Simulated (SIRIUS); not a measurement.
**HfN in SIRIUS: convergence with lmax of the potential**

Input of the first run (lmax of the potential 2); the others differ in this setting and in those tied to it:

Contents of sirius.json:

```json
{
  "control": {
    "processing_unit": "cpu",
    "std_evp_solver_name": "lapack",
    "gen_evp_solver_name": "lapack",
    "verbosity": 2,
    "print_forces": true,
    "ortho_rf": true,
    "use_second_variation": true,
    "rmt_max": 3.0,
    "num_bands_to_print": 24,
    "save_wf": true
  },
  "parameters": {
    "electronic_structure_method": "full_potential_lapwlo",
    "xc_functionals": ["XC_GGA_X_PBE_SOL", "XC_GGA_C_PBE_SOL"],
    "core_relativity": "dirac",
    "valence_relativity": "iora",
    "num_fv_states": 25,
    "smearing": "fermi_dirac",
    "smearing_width": 0.0018374661,
    "pw_cutoff": 23,
    "gk_cutoff": 4.43,
    "lmax_apw": 13,
    "lmax_rho": 2,
    "lmax_pot": 2,
    "num_mag_dims": 0,
    "auto_rmt": 0,
    "ngridk": [10, 10, 10],
    "shiftk": [0, 0, 0],
    "num_dft_iter": 80,
    "energy_tol": 1e-07,
    "density_tol": 1e-05,
    "use_symmetry": true
  },
  "settings": {"tol_ne": 1e-10},
  "iterative_solver": {"type": "exact"},
  "mixer": {"type": "anderson", "beta": 0.5, "max_history": 8},
  "unit_cell": {
    "lattice_vectors": [[0.0, 4.2632221372, 4.2632221372], [4.2632221372, 0.0, 4.2632221372], [4.2632221372, 4.2632221372, 0.0]],
    "atom_types": ["Hf", "N"],
    "atom_files": {"Hf": "Hf.json", "N": "N.json"},
    "atoms": {"Hf": [[0.0, 0.0, 0.0]], "N": [[0.5, 0.5, 0.5]]}
  }
}
```

File Hf.json:

```json
{
  "name": "hafnium",
  "symbol": "Hf",
  "number": 72,
  "mass": 178.49,
  "rmin": 1e-06,
  "rmt": 2.61,
  "nrmt": 800,
  "rinf": 17.22,
  "core": "1s2s2p3s3p3d4s4p4d",
  "valence": [
    {"basis": [{"enu": 0.27, "dme": 0, "n": 0, "auto": 0}, {"enu": 0.27, "dme": 1, "n": 0, "auto": 0}]},
    {"l": 0, "n": 1, "basis": [{"enu": 0.37, "dme": 0, "n": 0, "auto": 0}]},
    {"l": 1, "n": 2, "basis": [{"enu": 0.37, "dme": 0, "n": 0, "auto": 0}]},
    {"l": 2, "n": 3, "basis": [{"enu": 0.37, "dme": 0, "n": 0, "auto": 0}]},
    {"l": 3, "n": 4, "basis": [{"enu": 0.37, "dme": 0, "n": 0, "auto": 0}]},
    {"l": 4, "n": 5, "basis": [{"enu": 0.37, "dme": 0, "n": 0, "auto": 0}]}
  ],
  "lo": [
    {"l": 0, "basis": [{"enu": 0.37, "dme": 0, "n": 0, "auto": 0}, {"enu": 0.37, "dme": 1, "n": 0, "auto": 0}]},
    {
      "l": 0,
      "basis": [{"enu": -1.9807, "dme": 0, "n": 5, "auto": 1}, {"enu": -1.9807, "dme": 1, "n": 5, "auto": 1}]
    },
    {
      "l": 0,
      "basis": [{"enu": -1.9807, "dme": 1, "n": 5, "auto": 1}, {"enu": 0.37, "dme": 0, "n": 0, "auto": 0}]
    },
    {"l": 0, "basis": [{"enu": 0.37, "dme": 0, "n": 0, "auto": 0}, {"enu": 2.7188, "dme": 0, "n": 0, "auto": 0}]},
    {"l": 1, "basis": [{"enu": 0.37, "dme": 0, "n": 0, "auto": 0}, {"enu": 0.37, "dme": 1, "n": 0, "auto": 0}]},
    {
      "l": 1,
      "basis": [{"enu": -0.833, "dme": 0, "n": 5, "auto": 1}, {"enu": -0.833, "dme": 1, "n": 5, "auto": 1}]
    },
    {"l": 1, "basis": [{"enu": -0.833, "dme": 1, "n": 5, "auto": 1}, {"enu": 0.37, "dme": 0, "n": 0, "auto": 0}]},
    {"l": 1, "basis": [{"enu": 0.37, "dme": 0, "n": 0, "auto": 0}, {"enu": 3.0711, "dme": 0, "n": 0, "auto": 0}]},
    {"l": 2, "basis": [{"enu": 0.37, "dme": 0, "n": 0, "auto": 0}, {"enu": 0.37, "dme": 1, "n": 0, "auto": 0}]},
    {"l": 2, "basis": [{"enu": 0.37, "dme": 1, "n": 0, "auto": 0}, {"enu": 0.37, "dme": 2, "n": 0, "auto": 0}]},
    {"l": 2, "basis": [{"enu": 0.37, "dme": 0, "n": 0, "auto": 0}, {"enu": 2.66, "dme": 0, "n": 0, "auto": 0}]},
    {"l": 3, "basis": [{"enu": 0.37, "dme": 0, "n": 0, "auto": 0}, {"enu": 0.37, "dme": 1, "n": 0, "auto": 0}]},
    {
      "l": 3,
      "basis": [{"enu": -0.1573, "dme": 0, "n": 4, "auto": 1}, {"enu": -0.1573, "dme": 1, "n": 4, "auto": 1}]
    },
    {
      "l": 3,
      "basis": [{"enu": -0.1573, "dme": 1, "n": 4, "auto": 1}, {"enu": 0.37, "dme": 0, "n": 0, "auto": 0}]
    },
    {"l": 3, "basis": [{"enu": 0.37, "dme": 0, "n": 0, "auto": 0}, {"enu": 3.7757, "dme": 0, "n": 0, "auto": 0}]},
    {"l": 4, "basis": [{"enu": 0.37, "dme": 0, "n": 0, "auto": 0}, {"enu": 0.37, "dme": 1, "n": 0, "auto": 0}]},
    {"l": 4, "basis": [{"enu": 0.37, "dme": 0, "n": 0, "auto": 0}, {"enu": 3.1885, "dme": 0, "n": 0, "auto": 0}]}
  ],
  "free_atom": [... radial grid and density of the free atom, the start of the SCF ...]
}
```

The input N.json:

```json
{
  "name": "nitrogen",
  "symbol": "N",
  "number": 7,
  "mass": 14.0067,
  "rmin": 1e-06,
  "rmt": 1.58,
  "nrmt": 800,
  "rinf": 13.03,
  "core": "1s",
  "valence": [
    {"basis": [{"enu": 0.27, "dme": 0, "n": 0, "auto": 0}, {"enu": 0.27, "dme": 1, "n": 0, "auto": 0}]},
    {"l": 0, "n": 1, "basis": [{"enu": 0.2147, "dme": 0, "n": 0, "auto": 0}]},
    {"l": 1, "n": 2, "basis": [{"enu": 0.37, "dme": 0, "n": 0, "auto": 0}]},
    {"l": 2, "n": 3, "basis": [{"enu": 0.37, "dme": 0, "n": 0, "auto": 0}]},
    {"l": 3, "n": 4, "basis": [{"enu": 0.37, "dme": 0, "n": 0, "auto": 0}]}
  ],
  "lo": [
    {
      "l": 0,
      "basis": [{"enu": 0.2147, "dme": 0, "n": 0, "auto": 0}, {"enu": 0.2147, "dme": 1, "n": 0, "auto": 0}]
    },
    {
      "l": 0,
      "basis": [{"enu": 0.2147, "dme": 1, "n": 0, "auto": 0}, {"enu": 0.2147, "dme": 2, "n": 0, "auto": 0}]
    },
    {
      "l": 0,
      "basis": [{"enu": 0.2147, "dme": 0, "n": 0, "auto": 0}, {"enu": 5.0217, "dme": 0, "n": 0, "auto": 0}]
    },
    {"l": 1, "basis": [{"enu": 0.37, "dme": 0, "n": 0, "auto": 0}, {"enu": 0.37, "dme": 1, "n": 0, "auto": 0}]},
    {"l": 1, "basis": [{"enu": 0.37, "dme": 1, "n": 0, "auto": 0}, {"enu": 0.37, "dme": 2, "n": 0, "auto": 0}]},
    {"l": 1, "basis": [{"enu": 0.37, "dme": 0, "n": 0, "auto": 0}, {"enu": 5.898, "dme": 0, "n": 0, "auto": 0}]},
    {"l": 2, "basis": [{"enu": 0.37, "dme": 0, "n": 0, "auto": 0}, {"enu": 0.37, "dme": 1, "n": 0, "auto": 0}]},
    {"l": 2, "basis": [{"enu": 0.37, "dme": 1, "n": 0, "auto": 0}, {"enu": 0.37, "dme": 2, "n": 0, "auto": 0}]},
    {"l": 2, "basis": [{"enu": 0.37, "dme": 0, "n": 0, "auto": 0}, {"enu": 6.619, "dme": 0, "n": 0, "auto": 0}]},
    {"l": 3, "basis": [{"enu": 0.37, "dme": 0, "n": 0, "auto": 0}, {"enu": 0.37, "dme": 1, "n": 0, "auto": 0}]}
  ],
  "free_atom": [... radial grid and density of the free atom, the start of the SCF ...]
}
```

The input sirius_start.json:

```json
{
  "control": {
    "processing_unit": "cpu",
    "std_evp_solver_name": "lapack",
    "gen_evp_solver_name": "lapack",
    "verbosity": 1,
    "print_forces": false,
    "ortho_rf": true,
    "use_second_variation": true,
    "rmt_max": 3.0,
    "num_bands_to_print": 24,
    "save_wf": false
  },
  "parameters": {
    "electronic_structure_method": "full_potential_lapwlo",
    "xc_functionals": ["XC_LDA_X", "XC_LDA_C_PW"],
    "core_relativity": "dirac",
    "valence_relativity": "iora",
    "num_fv_states": 25,
    "smearing": "fermi_dirac",
    "smearing_width": 0.0055123983,
    "pw_cutoff": 23,
    "gk_cutoff": 3.54,
    "lmax_apw": 13,
    "lmax_rho": 2,
    "lmax_pot": 2,
    "num_mag_dims": 0,
    "auto_rmt": 0,
    "ngridk": [4, 4, 4],
    "shiftk": [0, 0, 0],
    "num_dft_iter": 30,
    "energy_tol": 0.01,
    "density_tol": 0.05,
    "use_symmetry": true
  },
  "settings": {"tol_ne": 1e-10},
  "iterative_solver": {"type": "exact"},
  "mixer": {"type": "anderson", "beta": 0.5, "max_history": 8},
  "unit_cell": {
    "lattice_vectors": [[0.0, 4.2632221372, 4.2632221372], [4.2632221372, 0.0, 4.2632221372], [4.2632221372, 4.2632221372, 0.0]],
    "atom_types": ["Hf", "N"],
    "atom_files": {"Hf": "Hf.json", "N": "N.json"},
    "atoms": {"Hf": [[0.0, 0.0, 0.0]], "N": [[0.5, 0.5, 0.5]]}
  }
}
```

Potentials or basis: all-electron FP-LAPW, apw+lo standard.

Run with:

```console
$ OMP_NUM_THREADS=1 sirius.scf --input=sirius_start.json --output=start.json
$ OMP_NUM_THREADS=1 sirius.scf --input=sirius.json --output=output.json --task=1
```

Hardware: 1 thread of Arm Neoverse V2, with other jobs on the host.

Question: The values tried are 2, 3, 4, 6, 8, 10, loosest first. From which on does the energy stay within 1 meV/atom of the tightest run that finished?

Answer: From 6 on.

```
lmax of the potential  energy less the tightest run, at zero smearing (meV/atom)  SCF cycles  CPU time (s)  peak memory (GiB)
                    2                                                     115.73           8            74               0.43
                    3                                                     115.73           8            76               0.44
                    4                                                     -12.36           8            78               0.47
                    6                                                      -0.19           8            83               0.53
                    8                                                       0.03           8            93               0.62
                   10                                                       0.00           8           110               0.73
```

The tightest run that finished is the yardstick and may itself not be fully converged.

Spin-orbit coupling is left out, which matters for the levels of Hf.
